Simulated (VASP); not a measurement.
# ZnS (Wurtzite-2H) (P6_3mc) in VASP: notebook

Aim: see how the results for ZnS (Wurtzite-2H) move with the level of theory and the settings. Levels: revPBE, BLYP, r2SCAN, PBEsol. Tasks: single point.

All numbers are computed with VASP 6.6.1; they aren't measurements. Logs are shortened: lines on timing, memory, paths and dates and some standing lists are left out, and cuts for length are marked.

**What was measured.**

From a printed reference work, monograph, for a bulk crystal of ZnS at 4 K: band gap 3.911 eV (direct).

The results are compared with them further down.

## (1) The cell of the first run

Symmetry: P6_3mc, No. 186, hexagonal system. The conventional cell has a = 3.811 Å, b = 3.811 Å, c = 6.234 Å, α = 90.00°, β = 90.00°, γ = 120.00°. Zn (site symmetry 3m) has 4 S at 2.31 to 2.40 Å within 3.1 Å. Within 3.1 Å of S (site symmetry 3m) lie 4 Zn at 2.31 to 2.40 Å.

## (2) Single point, revPBE

File INCAR:

```
SYSTEM = ZnS
  ALGO = Normal
  EDIFF = 1E-6
  ENCUT = 520
  GGA = RE
  ISIF = 2
  ISMEAR = -1
  LASPH = .True.
  LCHARG = .False.
  LREAL = .False.
  LWAVE = .False.
  NBANDS = 26
  NELM = 100
  PREC = Accurate
  SIGMA = 0.05
```

File KPOINTS:

```
k-points
0
Gamma
  5 5 3
  0 0 0
```

File POSCAR:

```
ZnS
1.0
    3.8110000000      0.0000000000      0.0000000000
   -1.9055000000      3.3004228138      0.0000000000
    0.0000000000      0.0000000000      6.2340000000
Zn S
2 2
Direct
    0.6666666667      0.3333333333      0.5000000000
    0.3333333333      0.6666666667      0.0000000000
    0.6666666667      0.3333333333      0.8850000000
    0.3333333333      0.6666666667      0.3850000000
```

Potentials or basis: VASP PAW PBE potentials, release 64 (Zn, S).

Started as:

```sh
> cat potpaw_PBE.64/Zn/POTCAR potpaw_PBE.64/S/POTCAR > POTCAR
> mpirun -np 1 vasp_std > vasp.out
```

OUTCAR:

```text
SYSTEM = ZnS
   EDIFF = 1E-6
   ENCUT = 520
   GGA = RE
   ISIF = 2
   ISMEAR = -1
   LASPH = .True.
   LREAL = .False.
   NELM = 100
   PREC = Accurate

 ion  position               nearest neighbor table
   1  0.667  0.333  0.500-   4 2.31   4 2.31   4 2.31   3 2.40
   2  0.333  0.667  0.000-   3 2.31   3 2.31   3 2.31   4 2.40
   3  0.667  0.333  0.885-   2 2.31   2 2.31   2 2.31   1 2.40
   4  0.333  0.667  0.385-   1 2.31   1 2.31   1 2.31   2 2.40

  LATTYP: Found a hexagonal cell.
 ALAT       =     3.8110000000
 C/A-ratio  =     1.6357911309

  Lattice vectors:

 A1 = (   3.8110000000,   0.0000000000,   0.0000000000)
 A2 = (  -1.9055000000,   3.3004228138,   0.0000000000)
 A3 = (   0.0000000000,   0.0000000000,   6.2340000000)

Analysis of symmetry for initial positions (statically):
=====================================================================
 Subroutine PRICEL returns:
 Original cell was already a primitive cell.

 Routine SETGRP: Setting up the symmetry group for a
 hexagonal supercell.

 Subroutine GETGRP returns: Found 12 space group operations
 (whereof  6 operations were pure point group operations)
 out of a pool of 24 trial point group operations.

The static configuration has the point symmetry C_3v.
 The point group associated with its full space group is C_6v.

Analysis of symmetry for dynamics (positions and initial velocities):
=====================================================================
 Subroutine PRICEL returns:
 Original cell was already a primitive cell.

 Routine SETGRP: Setting up the symmetry group for a
 hexagonal supercell.

 Subroutine GETGRP returns: Found 12 space group operations
 (whereof  6 operations were pure point group operations)
 out of a pool of 24 trial point group operations.

The dynamic configuration has the point symmetry C_3v.
 The point group associated with its full space group is C_6v.

 Subroutine INISYM returns: Found 12 space group operations
 (whereof  6 operations are pure point group operations),
 and found     1 'primitive' translations

----------------------------------------------------------------------------------------

                                     Primitive cell

  volume of cell :      78.4107

  direct lattice vectors                    reciprocal lattice vectors
     3.811000000  0.000000000  0.000000000     0.262398321  0.151495741  0.000000000
    -1.905500000  3.300422814  0.000000000     0.000000000  0.302991482  0.000000000
     0.000000000  0.000000000  6.234000000     0.000000000  0.000000000  0.160410651

  length of vectors
     3.811000000  3.811000000  6.234000000     0.302991482  0.302991482  0.160410651

  position of ions in fractional coordinates (direct lattice)
     0.666666667  0.333333333  0.500000000
     0.333333333  0.666666667  0.000000000
     0.666666667  0.333333333  0.885000000
     0.333333333  0.666666667  0.385000000

  ion indices of the primitive-cell ions
   primitive index   ion index
                 1           1
                 2           2
                 3           3
                 4           4

----------------------------------------------------------------------------------------

 KPOINTS: k-points

Automatic generation of k-mesh.
 Grid dimensions read from file:
 generate k-points for:    5    5    3

 Generating k-lattice:

  Cartesian coordinates                     Fractional coordinates (reciprocal lattice)
     0.052479664  0.030299148  0.000000000     0.200000000  0.000000000  0.000000000
     0.000000000  0.060598296  0.000000000     0.000000000  0.200000000  0.000000000
     0.000000000  0.000000000  0.053470217     0.000000000  0.000000000  0.333333333

  Length of vectors
     0.060598296  0.060598296  0.053470217

  Shift w.r.t. Gamma in fractional coordinates (k-lattice)
     0.000000000  0.000000000  0.000000000

 Subroutine IBZKPT returns following result:
 ===========================================

 Found     10 irreducible k-points:

 Following reciprocal coordinates:
            Coordinates               Weight
  0.000000  0.000000  0.000000      1.000000
  0.200000  0.000000  0.000000      6.000000
  0.400000  0.000000  0.000000      6.000000
  0.200000  0.200000  0.000000      6.000000
  0.400000  0.200000  0.000000      6.000000
  0.000000  0.000000  0.333333      2.000000
  0.200000  0.000000  0.333333     12.000000
  0.400000  0.000000  0.333333     12.000000
  0.200000  0.200000  0.333333     12.000000
  0.400000  0.200000  0.333333     12.000000
   k-points           NKPTS =     10   k-points in BZ     NKDIM =     10   number of bands    NBANDS=     26
   number of dos      NEDOS =    301   number of ions     NIONS =      4
   total plane-waves  NPLWV =  37632
   dimension x,y,z NGX =    28 NGY =   28 NGZ =   48
   dimension x,y,z NGXF=    56 NGYF=   56 NGZF=   96
   ions per type =               2   2
   NGX,Y,Z   is equivalent  to a cutoff of  12.21, 12.21, 12.80 a.u.
   NGXF,Y,Z  is equivalent  to a cutoff of  24.43, 24.43, 25.60 a.u.
 SYSTEM =  ZnS
   PREC   = accura    normal or accurate (medium, high low for compatibility)
   ISTART =      0    job   : 0-new  1-cont  2-samecut
   ICHARG =      2    charge: 1-file 2-atom 10-const
   ISPIN  =      1    spin polarized calculation?
   LNONCOLLINEAR =      F non collinear calculations
   LSORBIT =      F    spin-orbit coupling
   LASPH  =      T    aspherical Exc in radial PAW
   ENCUT  =  520.0 eV  38.22 Ry    6.18 a.u.   7.09  7.09 11.59*2*pi/ulx,y,z
   NELM   =    100;   NELMIN=  2; NELMDL= -5     # of ELM steps
   EDIFF  = 0.1E-05   stopping-criterion for ELM
   LREAL  =      F    real-space projection
   EDIFFG = 0.1E-04   stopping-criterion for IOM
   NSW    =      0    number of steps for IOM
   IBRION =     -1    ionic relax: 0-MD 1-quasi-New 2-CG
   NFREE  =      0    steps in history (QN), initial steepest desc. (CG)
   ISIF   =      2    stress and relaxation
   ISYM   =      2    0-nonsym 1-usesym 2-fastsym
   POTIM  = 0.5000    time-step for ionic-motion
   TEBEG  =    0.0;   TEEND  =   0.0 temperature during run
   PSTRESS=    0.0 pullay stress
   NELECT =      36.0000    total number of electrons
   NUPDOWN=      -1.0000    fix difference up-down
   EMIN   =  10.00;   EMAX   =-10.00  energy-range for DOS
   EFERMI =   0.00;   METHOD = LEGACY
   ISMEAR =    -1;   SIGMA  =   0.05  broadening in eV -4-tet -1-fermi 0-gaus
   EFERMI_NEDOS =   21; number of points for ismear=-14 and -15
   IALGO  =     38    algorithm
   IMIX   =      4    mixing-type and parameters
     AMIX     =   0.40;   BMIX     =  1.00
     AMIX_MAG =   1.60;   BMIX_MAG =  1.00
  volume/ion in A,a.u.               =      19.60       132.29
  Fermi-wavevector in a.u.,A,eV,Ry     =   1.262943  2.386617 21.701647  1.595026
  Thomas-Fermi vector in A             =   2.396326
   LORBIT       =      0    0 simple, 1 ext, 2 COOP (PROOUT), +10 PAW based schemes
   GGA     = RE    functional components
   LHFCALC =     F    Hartree Fock is set to
   AEXX    =    0.0000 exact exchange contribution
   IVDW    =     0    specifies the selected vdW correction
   LEPSILON=     F    determine dielectric tensor
   LRPA    =     F    only Hartree local field effects (RPA)
 non-spin polarized calculation
  energy-cutoff  :      520.00
  volume of cell :       78.41
 maximum number of plane-waves:      2121
   NGX = 15   NGY = 15   NGZ = 23

 number of electron      35.9999977 magnetization

 Free energy of the ion-electron system (eV)
  ---------------------------------------------------
  ext. energy  EPLUGINS =         0.00000000
  ---------------------------------------------------
  free energy    TOTEN  =       -12.46676111 eV

  energy without entropy =      -12.46676111  energy(sigma->0) =      -12.46676111

 E-fermi :   3.2975     XC(G=0):  -9.4868

 val. band max:        2.2492619969   @ k =   0.0000   0.0000   0.0000
 cond. band min:       4.6265385150   @ k =   0.0000   0.0000   0.0000
 fundamental gap:      2.3772765181
 Fermi energy:         3.2975012217

 k-point     1 :       0.0000    0.0000    0.0000
  band No.  band energies     occupation
      1     -10.9319      2.00000
      2     -10.0159      2.00000
      3      -4.0888      2.00000
      4      -4.0888      2.00000
      5      -4.0241      2.00000
      6      -4.0241      2.00000
[... 18 lines left out ...]
     25       9.8986      0.00000
     26      11.7062      0.00000

 k-point     2 :       0.2000    0.0000    0.0000
  band No.  band energies     occupation
      1     -10.6727      2.00000
      2      -9.8741      2.00000
      3      -4.1002      2.00000
      4      -4.0309      2.00000
      5      -4.0051      2.00000
      6      -3.9481      2.00000
[... 18 lines left out ...]
     25      10.4540      0.00000
     26      11.0604      0.00000

 k-point     3 :       0.4000    0.0000    0.0000
  band No.  band energies     occupation
      1     -10.1333      2.00000
      2      -9.6889      2.00000
      3      -4.0616      2.00000
      4      -3.9572      2.00000
      5      -3.9032      2.00000
      6      -3.8083      2.00000
[... 18 lines left out ...]
     25      11.2836      0.00000
     26      12.9696      0.00000

 k-point     4 :       0.2000    0.2000    0.0000
  band No.  band energies     occupation
      1     -10.2613      2.00000
      2      -9.7115      2.00000
      3      -4.0103      2.00000
      4      -4.0074      2.00000
      5      -3.8975      2.00000
      6      -3.8927      2.00000
[... 18 lines left out ...]
     25      11.0708      0.00000
     26      11.3421      0.00000
[... 90 lines left out ...]
      1     -10.0203      2.00000
      2      -9.7970      2.00000
      3      -4.0740      2.00000
      4      -4.0000      2.00000
      5      -3.9214      2.00000
      6      -3.8462      2.00000
[... 18 lines left out ...]
     25      11.7425      0.00000
     26      12.2244      0.00000

 k-point     9 :       0.2000    0.2000    0.3333
  band No.  band energies     occupation
      1     -10.1270      2.00000
      2      -9.8513      2.00000
      3      -4.0221      2.00000
      4      -4.0003      2.00000
      5      -3.9202      2.00000
      6      -3.9072      2.00000
[... 18 lines left out ...]
     25      10.3758      0.00000
     26      11.6090      0.00000

 k-point    10 :       0.4000    0.2000    0.3333
  band No.  band energies     occupation
      1      -9.8345      2.00000
      2      -9.7318      2.00000
      3      -3.9892      2.00000
      4      -3.9088      2.00000
      5      -3.8954      2.00000
      6      -3.8117      2.00000
[... 18 lines left out ...]
     25      11.7302      0.00000
     26      12.2048      0.00000

------------------------ aborting loop because EDIFF is reached ----------------------------------------

  FORCE on cell =-STRESS in cart. coord.  units (eV):
  Direction    XX          YY          ZZ          XY          YZ          ZX
  --------------------------------------------------------------------------------------
  -------------------------------------------------------------------------------------
  Total        2.5401344      2.5401344      1.4205785      0.0000000      0.0000000      0.0000000
  in kB       51.9029401     51.9029401     29.0268889      0.0000000      0.0000000      0.0000000
  external PRESSURE =      44.2775897 kB  Pullay stress =       0.0000000 kB

 VOLUME and BASIS-vectors are now :
 -----------------------------------------------------------------------------
  energy-cutoff  :      520.00
  volume of cell :       78.41
      direct lattice vectors                 reciprocal lattice vectors
     3.811000000  0.000000000  0.000000000     0.262398321  0.151495741  0.000000000
    -1.905500000  3.300422814  0.000000000     0.000000000  0.302991482  0.000000000
     0.000000000  0.000000000  6.234000000     0.000000000  0.000000000  0.160410651

 POSITION                                       TOTAL-FORCE (eV/Angst)
 -----------------------------------------------------------------------------------
      1.90550      1.10014      3.11700         0.000000      0.000000      0.330555
     -0.00000      2.20028      0.00000        -0.000000     -0.000000      0.330555
      1.90550      1.10014      5.51709        -0.000000     -0.000000     -0.330555
     -0.00000      2.20028      2.40009        -0.000000     -0.000000     -0.330555
 -----------------------------------------------------------------------------------
    total drift:                               -0.000000     -0.000000      0.000498

  FREE ENERGIE OF THE ION-ELECTRON SYSTEM (eV)
  ---------------------------------------------------
  free  energy   TOTEN  =       -12.4667611144 eV

  energy  without entropy=      -12.4667611143  energy(sigma->0) =      -12.46676111
```

Wall time 36 s (1 thread of Intel Xeon 8259CL, shared host); peak memory 0.19 GiB.

Results:

```
Free energy            : -12.4668 eV
Pressure               : 4.4 GPa
Largest force          : 0.331 eV/Å
Band gap on the k mesh : 2.38 eV, direct
```

Forces in eV/Å, atoms in the order of the input:
```
Zn   0.000  0.000  0.331
Zn   0.000  0.000  0.331
S    0.000  0.000 -0.331
S    0.000  0.000 -0.331
```

Stress tensor (GPa, compression positive):
```
5.19 0.00 0.00
0.00 5.19 0.00
0.00 0.00 2.90
```

Caveat: the PAW data sets were made with another functional, which shifts forces and pressure a little.

(Continued in part 2 of 2.)
